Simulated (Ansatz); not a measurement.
## Mo: levels with and without spin–orbit coupling

```
CELL_PARAMETERS angstrom
-1.57100 1.57100 1.57100
1.57100 -1.57100 1.57100
1.57100 1.57100 -1.57100
ATOMIC_POSITIONS crystal
Mo 0.00000 0.00000 0.00000
```

The conventional cell has a = 3.142 Å, b = 3.142 Å, c = 3.142 Å, α = 90.00°, β = 90.00°, γ = 90.00°. Mo (atom 1) is surrounded by 8 Mo at 2.72 Å.

The cell is COD entry 9011605, as deposited and not checked against the literature; nothing was relaxed. It is an old determination, and later ones may differ.

All numbers are computed: DFT, PBE, all-electron LAPW, scalar-relativistic (Ansatz 0.2.0); DFT, PBE, all-electron LAPW, Dirac equation with spin-orbit coupling (Ansatz 0.2.0).

Sampling and basis: a Γ-centred 16×16×16 k mesh, Fermi–Dirac smearing of 0.05 eV, basis error target 1 meV/atom, no spin polarisation.

Levels between -4 and 1 eV, each run counted from its own valence-band top where it has a gap, else its Fermi level. Scalar levels are listed once for both spins; with the coupling every spinor state is counted. Levels near the edges of the range can cross them.

(1) At Γ (0.000, 0.000, 0.000) the scalar-relativistic levels are -1.38 (×3). What are they with spin–orbit coupling?

(2) At P (0.250, 0.250, 0.250) the scalar-relativistic levels are -2.64 (×3). What are they with spin–orbit coupling?

## Answers

(1) -1.42 (×4), -1.28 (×2).

(2) -2.74 (×2), -2.60 (×4).
